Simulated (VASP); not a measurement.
BAs (CsCl): a LDA relaxation of cell and atoms in VASP

INCAR

```
LWAVE = .FALSE.
EDIFF = 1E-7
ENCUT = 600
GGA = CA
NSW = 40
EDIFFG = -5E-3
IBRION = 2
LASPH = .TRUE.
ISMEAR = -1
SIGMA = 0.02
LCHARG = .FALSE.
NBANDS = 11
PREC = Accurate
ISIF = 3
LREAL = .FALSE.
NELM = 120
```

KPOINTS

```
KPOINTS created by Atomic Simulation Environment
0
Gamma
8 8 8
0 0 0
```

POSCAR

```
B  As
 1.0000000000000000
     2.9310173974582887   -0.0000000000000000    0.0000000000000000
    -0.0000000000000000    2.9310173974582887    0.0000000000000000
     0.0000000000000000    0.0000000000000000    2.9310173974582887
 B   As
   1   1
Cartesian
 -0.0000000000000000  0.0000000000000000 -0.0000000000000000
  1.4655086987291444  1.4655086987291444  1.4655086987291444
```

VASP ran with the recommended LDA PAW datasets (8 valence electrons in the cell).

OSZICAR

```
N       E                     dE             d eps       ncg     rms          rms(c)
DAV:   1     0.112122835872E+02    0.11212E+02   -0.41602E+03   770   0.725E+02
DAV:   2    -0.921741735643E+01   -0.20430E+02   -0.19747E+02  1054   0.989E+01
DAV:   3    -0.988085054605E+01   -0.66343E+00   -0.62198E+00   919   0.160E+01
DAV:   4    -0.988328881372E+01   -0.24383E-02   -0.24381E-02   882   0.883E-01
DAV:   5    -0.988329031455E+01   -0.15008E-05   -0.15012E-05   899   0.272E-02    0.340E+00
DAV:   6    -0.977276757396E+01    0.11052E+00   -0.39224E-01   809   0.218E+00    0.187E+00
DAV:   7    -0.976770223317E+01    0.50653E-02   -0.32673E-02   911   0.897E-01    0.906E-01
DAV:   8    -0.976630772219E+01    0.13945E-02   -0.16504E-03   830   0.268E-01    0.455E-02
DAV:   9    -0.976628633386E+01    0.21388E-04   -0.15805E-04   872   0.523E-02    0.192E-02
DAV:  10    -0.976628612989E+01    0.20396E-06   -0.62045E-06   854   0.171E-02    0.134E-03
DAV:  11    -0.976628610504E+01    0.24852E-07   -0.20858E-07   804   0.242E-03
   1 F= -.97662861E+01 E0= -.97652807E+01  d E =-.976629E+01
       N       E                     dE             d eps       ncg     rms          rms(c)
DAV:   1    -0.982363605786E+01   -0.57350E-01   -0.11202E+00   788   0.601E+00    0.925E-01
DAV:   2    -0.979649444696E+01    0.27142E-01   -0.51524E-02   779   0.114E+00    0.500E-01
DAV:   3    -0.978850602320E+01    0.79884E-02   -0.12500E-02   806   0.536E-01    0.156E-01
DAV:   4    -0.978757791733E+01    0.92811E-03   -0.12415E-03   818   0.196E-01    0.438E-02
DAV:   5    -0.978756298958E+01    0.14928E-04   -0.60251E-05   848   0.394E-02    0.239E-02
DAV:   6    -0.978756146956E+01    0.15200E-05   -0.61009E-06   809   0.132E-02    0.148E-03
DAV:   7    -0.978756147047E+01   -0.91649E-09   -0.12668E-07   697   0.248E-03
   2 F= -.97875615E+01 E0= -.97865436E+01  d E =-.212754E-01
       N       E                     dE             d eps       ncg     rms          rms(c)
DAV:   1    -0.979033165852E+01   -0.27702E-02   -0.41634E-02   791   0.114E+00    0.177E-01
DAV:   2    -0.978920705611E+01    0.11246E-02   -0.24085E-03   770   0.233E-01    0.940E-02
DAV:   3    -0.978892732755E+01    0.27973E-03   -0.39839E-04   824   0.101E-01    0.362E-02
DAV:   4    -0.978887965203E+01    0.47676E-04   -0.57037E-05   815   0.423E-02    0.806E-03
DAV:   5    -0.978887918796E+01    0.46407E-06   -0.13982E-06   869   0.666E-03    0.426E-03
DAV:   6    -0.978887914914E+01    0.38825E-07   -0.11800E-07   549   0.213E-03
   3 F= -.97888791E+01 E0= -.97877644E+01  d E =-.225930E-01
```

From OUTCAR

```
k-points           NKPTS =     35   k-points in BZ     NKDIM =     35   number of bands    NBANDS=     11

   NELECT =       8.0000    total number of electrons

   dimension x,y,z NGX =    24 NGY =   24 NGZ =   24
   dimension x,y,z NGXF=    48 NGYF=   48 NGZF=   48

  energy-cutoff  :      600.00
  volume of cell :       23.91
      direct lattice vectors                 reciprocal lattice vectors
     2.880957385  0.000000000 -0.000000000     0.347106835  0.000000000  0.000000000
    -0.000000000  2.880957385  0.000000000    -0.000000000  0.347106835 -0.000000000
    -0.000000000  0.000000000  2.880957385     0.000000000 -0.000000000  0.347106835

 k-points in reciprocal lattice and weights: KPOINTS created by Atomic Simulation Env
   0.00000000  0.00000000  0.00000000       0.002
   0.12500000  0.00000000  0.00000000       0.012
   0.25000000  0.00000000  0.00000000       0.012
   0.37500000  0.00000000  0.00000000       0.012
   0.50000000  0.00000000  0.00000000       0.006
   0.12500000  0.12500000  0.00000000       0.023
   0.25000000  0.12500000  0.00000000       0.047
   0.37500000  0.12500000  0.00000000       0.047
   ...

 E-fermi :   7.9913

 k-point     1 :       0.0000    0.0000    0.0000
  band No.  band energies     occupation
      1      -8.3584      2.00000
      2       6.9609      2.00000
      3       6.9609      2.00000
      4       6.9609      2.00000
      5       8.1797      0.00016
      6      13.5754      0.00000
      7      13.5754      0.00000
      8      17.6225      0.00000
      9      17.6225      0.00000
     10      17.6225      0.00000
     11      27.3425      0.00000

 k-point     2 :       0.1250    0.0000    0.0000
  band No.  band energies     occupation
      1      -8.1022      2.00000
      2       4.6341      2.00000
      3       7.2256      2.00000
      4       7.2256      2.00000
      5       9.1744      0.00000
      6      13.8363      0.00000
      7      15.2871      0.00000
      8      16.9460      0.00000
      9      16.9460      0.00000
     10      17.2640      0.00000
     11      26.6793      0.00000

 k-point     3 :       0.2500    0.0000    0.0000
  band No.  band energies     occupation
      1      -7.3473      2.00000
      2       1.5830      2.00000
      3       8.0103      0.55664
      4       8.0103      0.55664
      5       9.9644      0.00000
      6      14.6128      0.00000
      7      15.2160      0.00000
      8      15.2160      0.00000
      9      15.3468      0.00000
     10      19.8673      0.00000
     11      23.4718      0.00000

 k-point     4 :       0.3750    0.0000    0.0000
  band No.  band energies     occupation
      1      -6.1791      2.00000
      2      -1.0701      2.00000
      3       9.2825      0.00000
      4       9.2825      0.00000
      5      10.8507      0.00000
      6      13.0921      0.00000
      7      13.0921      0.00000
      8      13.8823      0.00000
      9      15.8596      0.00000
     10      20.5994      0.00000
     11      24.2304      0.00000

 k-point     5 :       0.5000    0.0000    0.0000
  band No.  band energies     occupation
      1      -5.2723      2.00000
      2      -2.4836      2.00000
      3      10.7397      0.00000
      4      10.7397      0.00000
      5      11.3086      0.00000
      6      11.3086      0.00000
      7      11.5708      0.00000
      8      12.9181      0.00000
      9      16.9807      0.00000
     10      18.9362      0.00000
     11      26.9133      0.00000

 k-point     6 :       0.1250    0.1250    0.0000
  band No.  band energies     occupation
      1      -7.8457      2.00000
      2       4.6167      2.00000
      3       5.2390      2.00000
      4       7.4870      2.00000
      5      10.2320      0.00000
      6      14.7241      0.00000
      7      15.8197      0.00000
      8      15.9196      0.00000
      9      16.4860      0.00000
     10      17.7307      0.00000
     11      25.0409      0.00000

 k-point     7 :       0.2500    0.1250    0.0000
  band No.  band energies     occupation
      1      -7.0897      2.00000
      2       1.8322      2.00000
      3       5.7129      2.00000
      4       8.2608      0.00000
      5      11.0860      0.00000
      6      13.1364      0.00000
      7      15.1110      0.00000
      8      15.9651      0.00000
      9      16.5867      0.00000
     10      20.2815      0.00000
     11      23.4930      0.00000

 k-point     8 :       0.3750    0.1250    0.0000
  band No.  band energies     occupation
      1      -5.9190      2.00000
      2      -0.8177      2.00000
      3       6.9248      2.00000
      4       9.5089      0.00000
      5      10.6276      0.00000
      6      12.3566      0.00000
      7      13.1950      0.00000
      8      14.9692      0.00000
      9      17.5373      0.00000
     10      21.5187      0.00000
     11      24.4558      0.00000

 k-point     9 :       0.5000    0.1250    0.0000
  band No.  band energies     occupation
      1      -5.0081      2.00000
      2      -2.2346      2.00000
      3       8.2729      0.00000
      4       8.9842      0.00000
      5      10.8976      0.00000
      6      11.5295      0.00000
      7      13.2887      0.00000
      8      13.8168      0.00000
      9      18.6787      0.00000
     10      20.0139      0.00000
     11      25.7773      0.00000

 k-point    10 :       0.2500    0.2500    0.0000
  band No.  band energies     occupation
      1      -6.3301      2.00000
      2       2.3622      2.00000
      3       2.8587      2.00000
      4       8.9969      0.00000
      5      10.3293      0.00000
      6      12.2809      0.00000
      7      14.5842      0.00000
      8      16.2480      0.00000
      9      18.9938      0.00000
     10      22.1090      0.00000
     11      22.7545      0.00000

 k-point    11 :       0.3750    0.2500    0.0000
  band No.  band energies     occupation
      1      -5.1515      2.00000
      2      -0.0707      2.00000
      3       3.8363      2.00000
      4       7.9493      1.78135
      5      10.1592      0.00000
      6      13.2146      0.00000
      7      13.3848      0.00000
      8      15.5478      0.00000
      9      20.4397      0.00000
     10      22.1270      0.00000
     11      22.5244      0.00000

 k-point    12 :       0.5000    0.2500    0.0000
  band No.  band energies     occupation
      1      -4.2281      2.00000
      2      -1.4974      2.00000
      3       5.0126      2.00000
      4       6.3492      2.00000
      5      11.3213      0.00000
      6      12.1388      0.00000
      7      14.1795      0.00000
      8      14.6013      0.00000
      9      21.1787      0.00000
     10      21.7481      0.00000
     11      23.3102      0.00000

 k-point    13 :       0.3750    0.3750    0.0000
  band No.  band energies     occupation
      1      -3.9575      2.00000
      2       0.9949      2.00000
      3       1.2757      2.00000
      4       5.4524      2.00000
      5      11.1122      0.00000
      6      13.2973      0.00000
      7      14.1134      0.00000
      8      15.5809      0.00000
      9      21.2432      0.00000
     10      21.2589      0.00000
     11      22.0016      0.00000

 k-point    14 :       0.5000    0.3750    0.0000
  band No.  band energies     occupation
      1      -3.0136      2.00000
      2      -0.3236      2.00000
      3       2.2255      2.00000
      4       3.9196      2.00000
      5      11.8288      0.00000
      6      12.9169      0.00000
      7      14.9278      0.00000
      8      15.1015      0.00000
      9      21.1008      0.00000
     10      21.4465      0.00000
     11      21.6556      0.00000

 k-point    15 :       0.5000    0.5000    0.0000
  band No.  band energies     occupation
      1      -2.0550      2.00000
      2       0.7327      2.00000
      3       0.7327      2.00000
      4       2.4319      2.00000
      5      12.0751      0.00000
      6      13.3260      0.00000
      7      15.2991      0.00000
      8      15.2991      0.00000
      9      20.6247      0.00000
     10      20.7355      0.00000
     11      20.7355      0.00000

 k-point    16 :       0.1250    0.1250    0.1250
  band No.  band energies     occupation
      1      -7.5889      2.00000
      2       4.6232      2.00000
      3       5.5098      2.00000
      4       5.5098      2.00000
      5      11.4913      0.00000
      6      14.7841      0.00000
      7      15.7008      0.00000
      8      15.7008      0.00000
      9      17.2217      0.00000
     10      17.2217      0.00000
     11      24.7101      0.00000

 ...

  Total       -0.0045354     -0.0045354     -0.0045354      0.0000000      0.0000000     -0.0000000
  in kB       -0.3038896     -0.3038896     -0.3038896      0.0000000      0.0000000     -0.0000000
  external PRESSURE =      -0.3038896 kB  Pullay stress =       0.0000000 kB

 POSITION                                       TOTAL-FORCE (eV/Angst)
 -----------------------------------------------------------------------------------
      0.00000      0.00000      0.00000        -0.000000      0.000000      0.000000
      1.44048      1.44048      1.44048         0.000000     -0.000000      0.000000
 -----------------------------------------------------------------------------------
    total drift:                                0.000000     -0.000000     -0.000000

  FREE ENERGIE OF THE ION-ELECTRON SYSTEM (eV)
  ---------------------------------------------------
  free  energy   TOTEN  =        -9.7888791491 eV

  energy  without entropy=       -9.7866497101  energy(sigma->0) =       -9.78776443
```

CONTCAR

```
B  As
   1.00000000000000
     2.8809573853155768    0.0000000000000000   -0.0000000000000000
    -0.0000000000000000    2.8809573853155768    0.0000000000000000
    -0.0000000000000000    0.0000000000000000    2.8809573853155768
  B               As
     1     1
Direct
     0.0000000000000000    0.0000000000000000    0.0000000000000000
     0.5000000000000000    0.5000000000000000    0.5000000000000000

  0.00000000E+00  0.00000000E+00  0.00000000E+00
  0.00000000E+00  0.00000000E+00  0.00000000E+00
```

* relaxed cell vector lengths: 2.881, 2.881, 2.881 Å
* relaxed cell volume: 23.91 Å³
